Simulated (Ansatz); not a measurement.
# Sb (Fm-3m) in Ansatz: notebook

Runs on Sb. Level: LDA. Tasks: band structure, single point, equation of state.

Everything below comes from runs of Ansatz 0.2.0. Logs are shortened: lines on timing, memory, paths and dates and some standing lists are left out, and cuts for length are marked.

## 1. The structure

It takes space group Fm-3m (No. 225, cubic). The conventional cell has a = 4.742 Å, b = 4.742 Å, c = 4.742 Å, α = 90.00°, β = 90.00°, γ = 90.00°. Sb (site symmetry m-3m) has 12 Sb at 3.35 Å as nearest neighbours.

This isn't the form of Sb at room conditions, which is rhombohedral.

## 2. Band structure, LDA

input.yaml reads:

```yaml
crystal:
  lattice:
    - [0.0, 2.3712425216, 2.3712425216]
    - [2.3712425216, 0.0, 2.3712425216]
    - [2.3712425216, 2.3712425216, 0.0]
  atoms:
    - { symbol: Sb, position: [0.0, 0.0, 0.0] }
hamiltonian:
  xc: lda
  pseudopotentials: { kind: paw }
kpoints:
  mp_grid: { grid: [10, 10, 10] }
  band_path:
    path:
      - [[0.0, 0.0, 0.0], [0.5, 0.0, 0.5], [0.5, 0.25, 0.75], [0.375, 0.375, 0.75], [0.0, 0.0, 0.0], [0.5, 0.5, 0.5], [0.625, 0.25, 0.625], [0.5, 0.25, 0.75], [0.5, 0.5, 0.5], [0.375, 0.375, 0.75]]
      - [[0.625, 0.25, 0.625], [0.5, 0.0, 0.5]]
    npoints: 14
scf:
  occupations: { method: fermi_dirac, width: 0.05 }
  n_extra_bands: 6
output:
  forces: true
  stress: true
  eigenvalues: true
  fatbands: true
  write_density: true
  write_potential: true
  elf: true
  volumetric_format: npy
```

Potentials or basis: Ansatz PAW.

Started as:

```bash
$ ansatz run input.yaml --threads 2 --pin off --max-ram 5632MiB --backend cpu --events-out ev --progress --plain --runs-dir out
```

The log of the run:

```text
Warning: RAYON_NUM_THREADS=2 ignored (pool sized by the plan → 2); use --threads N
scf.n_extra_bands = 6 over 8 filled bands (N_el = 15.0): the run solves 14 bands
Engine: ansatz 0.2.0, aarch64-unknown-linux-gnu
Pseudopotentials: kind: paw
Pseudopotential: Sb, paw, valence charge 15, recommended cutoff 420 eV (normal), Sb.paw.azcp
Functional definition: SPW92
  exchange = slater_x
  correlation = pw_c
Crystal: 1 atoms, lattice volume = 26.666 Å³
Basis set: ecut = 420 eV, 531 PW (Γ)
Bands: 14, of which v1, the nominal top of the filled ones, is band 8 counted from 1 (7 counted from 0)
Symmetry: 48 space group operations
Space group: Fm-3m (ITA 225), of the structure as read, at distance tolerance 3.0e-5 Å
k-points: 47 of 1000
Non-local potential: Sb, projectors of the file, l = 0: 2, l = 1: 2, l = 2: 2, l = 3: 2
PAW form: soft (Blöchl's): semilocal exchange-correlation on the pseudo side does not see the compensation charge
PAW frozen core: Sb, regenerated for the run's functional, and the local potential with it (the file was generated under x = pbe(κ = 0.804, μ = 0.2195149727645171), c = pbe(β = 0.06672455060314922))
PAW one-centre angular grid: Sb, 590 points (default); XC on 64 Gauss nodes
Initial density: superposition of atomic densities (neutral atoms: chi_scale 0, normalization atom), corrected by the library's trained network
Initial wavefunctions: pseudopotential atomic-orbital guess
Functional: x = slater, c = lda
SCF iter   1: F=—  HF=-6335.528784 eV  |F-HF|=—  |Δ(HF+E_count)|=         —  Δρ=6.64e-3  dr2=4.63e-3  ethr=1.77e-3  ⟨swp⟩=5.9  Hψ=3681  notcnv=0  defer=1
preconditioner: auto → none  [metal: Δε(μ)=0.097 eV  Ē_g=15.155 eV  σ=0.050 eV  W_gap=0.45  n_scr=8 (ndim 8)  ℏωp=16.1 eV  f_vac=0.000  D(μ)=0.78/eV (n_scr^D=8)  sad-step TF]
SCF iter   2: F=—  HF=-6335.526715 eV  |F-HF|=—  |Δ(HF+E_count)|=   2.07e-3  Δρ=3.73e-3  dr2=1.50e-3  ethr=3.09e-5  ⟨swp⟩=1.6  Hψ=1101  notcnv=0  defer=40
SCF iter   3: F=—  HF=-6335.526148 eV  |F-HF|=—  |Δ(HF+E_count)|=   5.66e-4  Δρ=6.58e-4  dr2=1.05e-4  ethr=9.98e-6  ⟨swp⟩=2.0  Hψ=828  notcnv=0  defer=40
SCF iter   4: F=—  HF=-6335.526079 eV  |F-HF|=—  |Δ(HF+E_count)|=   6.90e-5  Δρ=1.24e-4  dr2=2.91e-6  ethr=7.01e-7  ⟨swp⟩=2.0  Hψ=921  notcnv=0  defer=40
SCF iter   5: F=—  HF=-6335.526080 eV  |F-HF|=—  |Δ(HF+E_count)|=   1.15e-6  Δρ=1.47e-5  dr2=5.38e-8  ethr=1.94e-8  ⟨swp⟩=2.0  Hψ=923  notcnv=0  defer=40
SCF iter   6: F=-6335.526080 eV  HF=-6335.526080 eV  |F-HF|=1.01e-8  |Δ(HF+E_count)|=   3.14e-8  Δρ=5.80e-6  dr2=8.14e-9  ethr=3.59e-10  ⟨swp⟩=9.6  Hψ=3891  notcnv=0
SCF 1 converged in 6 iterations: F = -6335.526080 eV  dr2 = 8.14e-9
NSCF: frozen V_eff on 142 k-points
SCF converged after 6 iterations
Free energy (F): -6335.526080 eV
Harris-Foulkes:  -6335.526080 eV  (|F-HF|=1.01e-8)
Internal energy: -6335.519831 eV  (E = F + TS)
E sigma→0 (E₀):  -6335.522956 eV
Entropy (-TS):   -0.006249 eV (-6.249 meV/atom)
Fermi energy:    11.475804 eV
--- Per-component energies (eV) ---
  E_band       = -145.787703
  E_kinetic    = 208.146946
  E_local      = -1431.430152  (includes V_loc(G=0)·N_el)
  E_nonlocal   = 365.517264
  E_hartree    = 651.504436
  E_xc         = -138.185504
  E_vxc        = -97.699431  (∫ρ·V_xc dr)
  E_paw        = -4425.513113  (= ΣΔE_a)
  E_vpaw       = -493.335858  (= ΣTr[D̂ρ^β])
  E_aug_tail   = -0.000002  (compensation charges beyond the density's cutoff)
  E_ewald      = -1566.118529
  E_core_change = 0.558824  (= ΣΔE_core)
  E_smearing   = -0.006249  (= −TS)
  E_closure    = 0.000000  (closes the sum)
  Σ components = -6335.526080   (vs F -6335.526080, Δ=0.00e0)
--- Forces (eV/Å), atoms counted from 1 ---
  atom   1  Sb    -0.00000000     0.00000000    -0.00000000
  max |Σ_I F_I| component: 9.20e-31 eV/Å
--- Stress (GPa, compression-positive) ---
       -2.306143      -0.000000       0.000000
       -0.000000      -2.306143       0.000000
        0.000000       0.000000      -2.306143
  P = ⅓ Tr σ = -2.3061 GPa (-23.061 kbar)
--- Band table (eV; the first three rows and the last of 47) ---
  k-point 0: bands = ["-17.6841", "-17.6841", "-17.6841", "-17.6436", "-17.6436", "-1.5305", "16.7920", "16.7920", "16.7920", "21.8022", "22.1323", "22.1323", "22.1323", "23.5685"]
  k-point 1: bands = ["-17.6830", "-17.6799", "-17.6799", "-17.6433", "-17.6433", "-1.3316", "15.1147", "16.5501", "16.5501", "20.6741", "22.5607", "22.5607", "23.9386", "24.7823"]
  k-point 2: bands = ["-17.6805", "-17.6734", "-17.6734", "-17.6379", "-17.6379", "-0.7395", "12.1573", "16.0393", "16.0393", "20.1236", "22.8794", "22.8794", "23.9037", "24.7774"]
  k-point 46: bands = ["-17.6792", "-17.6715", "-17.6379", "-17.6224", "-17.5907", "4.0446", "7.7159", "9.0802", "10.1400", "20.0873", "20.9177", "24.5428", "24.9112", "32.0609"]
```

Wall time 1.6 s (2 threads of Arm Neoverse V1, shared host); peak memory 0.29 GiB.

Results:

```
Free energy            : -6335.5261 eV
Pressure               : -2.3 GPa
Band gap on the k mesh : none (metal or under the smearing width)
```

Levels at the corners of the path, in eV from the Fermi level:
```csv
point,band 5,band 6,band 7,band 8,band 9,band 10,band 11,band 12
Γ,-29.12,-13.01,5.32,5.32,5.32,10.33,10.66,10.66
X,-29.07,-7.63,-4.91,0.39,0.39,4.29,4.83,19.06
W,-29.07,-7.41,-3.13,-3.13,-1.47,9.48,11.20,11.20
K,-29.08,-7.66,-4.00,-2.97,1.22,5.24,10.20,16.12
Γ,-29.12,-13.01,5.32,5.32,5.32,10.33,10.66,10.66
L,-29.08,-9.24,-5.81,3.63,3.63,8.50,9.63,9.63
U,-29.08,-7.66,-4.00,-2.97,1.22,5.24,10.20,16.12
W,-29.07,-7.41,-3.13,-3.13,-1.47,9.48,11.20,11.20
L,-29.08,-9.24,-5.81,3.63,3.63,8.50,9.63,9.63
K,-29.08,-7.66,-4.00,-2.97,1.22,5.24,10.20,16.12
U,-29.08,-7.66,-4.00,-2.97,1.22,5.24,10.20,16.12
X,-29.07,-7.63,-4.91,0.39,0.39,4.29,4.83,19.06
```

Caveat: spin-orbit coupling is left out, which moves the levels of the heavy elements; the PAW data sets come from PBE, with cores solved anew for the run's functional, which leaves a small shift of forces and pressure.

## 3. Single point, LDA, 25.07 Å³/atom (volume scaled by 0.94)

input.yaml reads:

```yaml
crystal:
  lattice:
    - [0.0, 2.3228362346, 2.3228362346]
    - [2.3228362346, 0.0, 2.3228362346]
    - [2.3228362346, 2.3228362346, 0.0]
  atoms:
    - { symbol: Sb, position: [0.0, 0.0, 0.0] }
hamiltonian:
  xc: lda
  pseudopotentials: { kind: paw }
kpoints:
  mp_grid: { grid: [10, 10, 10] }
scf:
  occupations: { method: fermi_dirac, width: 0.05 }
output:
  forces: true
  stress: true
  eigenvalues: true
```

Potentials or basis: Ansatz PAW.

Started as:

```bash
$ ansatz run input.yaml --threads 2 --pin off --max-ram 5632MiB --backend cpu --events-out ev --progress --plain --runs-dir out
```

The log of the run:

```text
Warning: RAYON_NUM_THREADS=2 ignored (pool sized by the plan → 2); use --threads N
[... 6 set-up lines as earlier in the session ...]
Crystal: 1 atoms, lattice volume = 25.066 Å³
Basis set: ecut = 420 eV, 531 PW (Γ)
Bands: 12, of which v1, the nominal top of the filled ones, is band 8 counted from 1 (7 counted from 0)
[... 1 set-up line as earlier in the session ...]
Space group: Fm-3m (ITA 225), of the structure as read, at distance tolerance 2.9e-5 Å
k-points: 47 of 1000
[... 7 set-up lines as earlier in the session ...]
SCF iter   1: F=—  HF=-6335.532775 eV  |F-HF|=—  |Δ(HF+E_count)|=         —  Δρ=6.92e-3  dr2=4.56e-3  ethr=1.77e-3  ⟨swp⟩=5.8  Hψ=3343  notcnv=0
preconditioner: auto → none  [metal: Δε(μ)=0.102 eV  Ē_g=13.097 eV  σ=0.050 eV  W_gap=0.43  n_scr=8 (ndim 8)  ℏωp=16.6 eV  f_vac=0.000  D(μ)=0.86/eV (n_scr^D=8)  sad-step TF]
SCF iter   2: F=—  HF=-6335.530671 eV  |F-HF|=—  |Δ(HF+E_count)|=   2.10e-3  Δρ=3.81e-3  dr2=1.42e-3  ethr=3.04e-5  ⟨swp⟩=1.7  Hψ=982  notcnv=0
SCF iter   3: F=—  HF=-6335.530124 eV  |F-HF|=—  |Δ(HF+E_count)|=   5.47e-4  Δρ=4.97e-4  dr2=6.09e-5  ethr=9.48e-6  ⟨swp⟩=2.0  Hψ=776  notcnv=0
SCF iter   4: F=—  HF=-6335.530113 eV  |F-HF|=—  |Δ(HF+E_count)|=   1.10e-5  Δρ=4.28e-4  dr2=4.08e-5  ethr=4.06e-7  ⟨swp⟩=2.0  Hψ=887  notcnv=0
SCF iter   5: F=—  HF=-6335.530089 eV  |F-HF|=—  |Δ(HF+E_count)|=   2.32e-5  Δρ=1.88e-4  dr2=8.03e-6  ethr=2.72e-7  ⟨swp⟩=2.4  Hψ=908  notcnv=0
SCF iter   6: F=—  HF=-6335.530084 eV  |F-HF|=—  |Δ(HF+E_count)|=   5.45e-6  Δρ=3.27e-5  dr2=2.42e-7  ethr=5.35e-8  ⟨swp⟩=2.0  Hψ=886  notcnv=0
SCF iter   7: F=-6335.530084 eV  HF=-6335.530084 eV  |F-HF|=1.97e-9  |Δ(HF+E_count)|=   1.74e-7  Δρ=2.45e-6  dr2=1.43e-9  ethr=6.67e-10  ⟨swp⟩=6.1  Hψ=2635  notcnv=0
SCF 1 converged in 7 iterations: F = -6335.530084 eV  dr2 = 1.43e-9
SCF converged after 7 iterations
Free energy (F): -6335.530084 eV
Harris-Foulkes:  -6335.530084 eV  (|F-HF|=1.97e-9)
Internal energy: -6335.523378 eV  (E = F + TS)
E sigma→0 (E₀):  -6335.526731 eV
Entropy (-TS):   -0.006706 eV (-6.706 meV/atom)
Fermi energy:    12.503957 eV
--- Per-component energies (eV) ---
  E_band       = -131.475736
  E_kinetic    = 209.210269
  E_local      = -1381.342200  (includes V_loc(G=0)·N_el)
  E_nonlocal   = 365.778012
  E_hartree    = 633.465377
  E_xc         = -138.721868
  E_vxc        = -98.399727  (∫ρ·V_xc dr)
  E_paw        = -4425.716442  (= ΣΔE_a)
  E_vpaw       = -493.654772  (= ΣTr[D̂ρ^β])
  E_aug_tail   = -0.000002  (compensation charges beyond the density's cutoff)
  E_ewald      = -1598.755347
  E_core_change = 0.558824  (= ΣΔE_core)
  E_smearing   = -0.006706  (= −TS)
  E_closure    = -0.000000  (closes the sum)
  Σ components = -6335.530084   (vs F -6335.530084, Δ=0.00e0)
--- Forces (eV/Å), atoms counted from 1 ---
  atom   1  Sb    -0.00000000     0.00000000     0.00000000
  max |Σ_I F_I| component: 4.27e-31 eV/Å
--- Stress (GPa, compression-positive) ---
        1.692033       0.000000       0.000000
        0.000000       1.692033       0.000000
        0.000000      -0.000000       1.692033
  P = ⅓ Tr σ = 1.6920 GPa (16.920 kbar)
--- Band table (eV; the first three rows and the last of 47) ---
  k-point 0: bands = ["-16.6930", "-16.6930", "-16.6930", "-16.6418", "-16.6418", "-1.0033", "18.2881", "18.2881", "18.2881", "22.8192", "23.4435", "23.4435"]
  k-point 1: bands = ["-16.6919", "-16.6878", "-16.6878", "-16.6415", "-16.6415", "-0.7921", "16.4589", "18.0150", "18.0150", "21.8275", "23.9192", "23.9192"]
  k-point 2: bands = ["-16.6891", "-16.6797", "-16.6797", "-16.6350", "-16.6350", "-0.1619", "13.2966", "17.4506", "17.4506", "21.3660", "24.2577", "24.2577"]
  k-point 46: bands = ["-16.6881", "-16.6784", "-16.6362", "-16.6160", "-16.5769", "5.1547", "8.4753", "9.9222", "11.0128", "21.4740", "22.1721", "25.9195"]
```

Wall time 0.65 s (2 threads of Arm Neoverse V1, shared host); peak memory 0.26 GiB.

What came out:

- Free energy: -6335.5301 eV
- Pressure: 1.7 GPa
- Band gap on the k mesh: none (metal or under the smearing width)

Caveat: the PAW data sets come from PBE, with cores solved anew for the run's functional, which leaves a small shift of forces and pressure.

## 4. Single point, LDA, 25.60 Å³/atom (volume scaled by 0.96)

input.yaml, as its differences from that of step 3:

```diff
@@ -2,5 +2,5 @@
   lattice:
-    - [0.0, 2.3228362346, 2.3228362346]
-    - [2.3228362346, 0.0, 2.3228362346]
-    - [2.3228362346, 2.3228362346, 0.0]
+    - [0.0, 2.3391947752, 2.3391947752]
+    - [2.3391947752, 0.0, 2.3391947752]
+    - [2.3391947752, 2.3391947752, 0.0]
   atoms:
```

Started as:

```bash
$ ansatz run input.yaml --threads 2 --pin off --max-ram 5632MiB --backend cpu --events-out ev --progress --plain --runs-dir out
```

Run time: 0.64 s. Hardware: 2 threads of Arm Neoverse V1, shared host; peak memory 0.26 GiB.

Results (log left out):

| Item | Value |
| --- | --- |
| Free energy | -6335.5332 eV |
| Pressure | 0.2 GPa |
| Band gap on the k mesh | none (metal or under the smearing width) |

Caveat: the PAW data sets come from PBE, with cores solved anew for the run's functional, which leaves a small shift of forces and pressure.

## 5. Single point, LDA, 26.13 Å³/atom (volume scaled by 0.98)

input.yaml, as its differences from that of step 4:

```diff
@@ -2,5 +2,5 @@
   lattice:
-    - [0.0, 2.3391947752, 2.3391947752]
-    - [2.3391947752, 0.0, 2.3391947752]
-    - [2.3391947752, 2.3391947752, 0.0]
+    - [0.0, 2.3553276627, 2.3553276627]
+    - [2.3553276627, 0.0, 2.3553276627]
+    - [2.3553276627, 2.3553276627, 0.0]
   atoms:
```

Started as:

```bash
$ ansatz run input.yaml --threads 2 --pin off --max-ram 5632MiB --backend cpu --events-out ev --progress --plain --runs-dir out
```

Run time: 0.64 s. Hardware: 2 threads of Arm Neoverse V1, shared host; peak memory 0.26 GiB.

The run converged. Its results:

| Property | Result |
| --- | --- |
| Free energy | -6335.5318 eV |
| Pressure | -1.1 GPa |
| Band gap on the k mesh | none (metal or under the smearing width) |

Caveat: the PAW data sets come from PBE, with cores solved anew for the run's functional, which leaves a small shift of forces and pressure.

## 6. Single point, LDA, 26.67 Å³/atom

input.yaml reads:

```yaml
crystal:
  lattice:
    - [0.0, 2.3712425216, 2.3712425216]
    - [2.3712425216, 0.0, 2.3712425216]
    - [2.3712425216, 2.3712425216, 0.0]
  atoms:
    - { symbol: Sb, position: [0.0, 0.0, 0.0] }
hamiltonian:
  xc: lda
  pseudopotentials: { kind: paw }
kpoints:
  mp_grid: { grid: [10, 10, 10] }
scf:
  occupations: { method: fermi_dirac, width: 0.05 }
output:
  forces: true
  stress: true
  eigenvalues: true
  write_density: true
  write_potential: true
  elf: true
  volumetric_format: npy
```

Potentials or basis: Ansatz PAW.

Started as:

```bash
$ ansatz run input.yaml --threads 2 --pin off --max-ram 5632MiB --backend cpu --events-out ev --progress --plain --runs-dir out
```

Run time: 0.79 s. Hardware: 2 threads of Arm Neoverse V1, shared host; peak memory 0.27 GiB.

It converged, with:

* Free energy: -6335.5261 eV
* Pressure: -2.3 GPa
* Band gap on the k mesh: none (metal or under the smearing width)

Caveat: the PAW data sets come from PBE, with cores solved anew for the run's functional, which leaves a small shift of forces and pressure.

## 7. Single point, LDA, 27.20 Å³/atom (volume scaled by 1.02)

input.yaml reads:

```yaml
crystal:
  lattice:
    - [0.0, 2.3869465721, 2.3869465721]
    - [2.3869465721, 0.0, 2.3869465721]
    - [2.3869465721, 2.3869465721, 0.0]
  atoms:
    - { symbol: Sb, position: [0.0, 0.0, 0.0] }
hamiltonian:
  xc: lda
  pseudopotentials: { kind: paw }
kpoints:
  mp_grid: { grid: [10, 10, 10] }
scf:
  occupations: { method: fermi_dirac, width: 0.05 }
output:
  forces: true
  stress: true
  eigenvalues: true
```

Started as:

```bash
$ ansatz run input.yaml --threads 2 --pin off --max-ram 5632MiB --backend cpu --events-out ev --progress --plain --runs-dir out
```

It took 0.67 s on 2 threads of Arm Neoverse V1, shared host; peak memory 0.26 GiB.

It converged, with:

| Item | Value |
| --- | --- |
| Free energy | -6335.5165 eV |
| Pressure | -3.4 GPa |
| Band gap on the k mesh | none (metal or under the smearing width) |

Caveat: the PAW data sets come from PBE, with cores solved anew for the run's functional, which leaves a small shift of forces and pressure.

## 8. Single point, LDA, 27.73 Å³/atom (volume scaled by 1.04)

input.yaml reads:

```yaml
crystal:
  lattice:
    - [0.0, 2.4024466595, 2.4024466595]
    - [2.4024466595, 0.0, 2.4024466595]
    - [2.4024466595, 2.4024466595, 0.0]
  atoms:
    - { symbol: Sb, position: [0.0, 0.0, 0.0] }
hamiltonian:
  xc: lda
  pseudopotentials: { kind: paw }
kpoints:
  mp_grid: { grid: [10, 10, 10] }
scf:
  occupations: { method: fermi_dirac, width: 0.05 }
output:
  forces: true
  stress: true
  eigenvalues: true
  write_density: true
  write_potential: true
  elf: true
  volumetric_format: npy
```

Started as:

```bash
$ ansatz run input.yaml --threads 2 --pin off --max-ram 5632MiB --backend cpu --events-out ev --progress --plain --runs-dir out
```

Run time: 0.81 s. Hardware: 2 threads of Arm Neoverse V1, shared host; peak memory 0.27 GiB.

Results (log left out):

| Quantity | Value |
| --- | --- |
| Free energy | -6335.5033 eV |
| Pressure | -4.5 GPa |
| Band gap on the k mesh | none (metal or under the smearing width) |

Caveat: the PAW data sets come from PBE, with cores solved anew for the run's functional, which leaves a small shift of forces and pressure.

## 9. Single point, LDA, 28.27 Å³/atom (volume scaled by 1.06)

input.yaml, as its differences from that of step 8:

```diff
@@ -2,5 +2,5 @@
   lattice:
-    - [0.0, 2.4024466595, 2.4024466595]
-    - [2.4024466595, 0.0, 2.4024466595]
-    - [2.4024466595, 2.4024466595, 0.0]
+    - [0.0, 2.4177492801, 2.4177492801]
+    - [2.4177492801, 0.0, 2.4177492801]
+    - [2.4177492801, 2.4177492801, 0.0]
   atoms:
```

Potentials or basis: Ansatz PAW.

Started as:

```bash
$ ansatz run input.yaml --threads 2 --pin off --max-ram 5632MiB --backend cpu --events-out ev --progress --plain --runs-dir out
```

Wall time 0.8 s (2 threads of Arm Neoverse V1, shared host); peak memory 0.27 GiB.

Results (log left out):

| Item | Value |
| --- | --- |
| Free energy | -6335.4869 eV |
| Pressure | -5.4 GPa |
| Band gap on the k mesh | none (metal or under the smearing width) |

Caveat: the PAW data sets come from PBE, with cores solved anew for the run's functional, which leaves a small shift of forces and pressure.

## 10. Equation of state, LDA

Potentials or basis: Ansatz PAW.

No new run: the results of the series are fitted here.

Results:

| Item | Value |
| --- | --- |
| Equilibrium volume | 25.69 Å³/atom |
| Bulk modulus | 66 GPa |
| Pressure derivative of the bulk modulus | 3.1 |

Energy against volume, from the lowest point:
| volume (Å³/atom) | energy (meV/atom) |
| --- | --- |
| 25.066 | 3.15 |
| 25.599 | 0.00 |
| 26.133 | 1.47 |
| 26.666 | 7.15 |
| 27.199 | 16.72 |
| 27.733 | 29.89 |
| 28.266 | 46.32 |
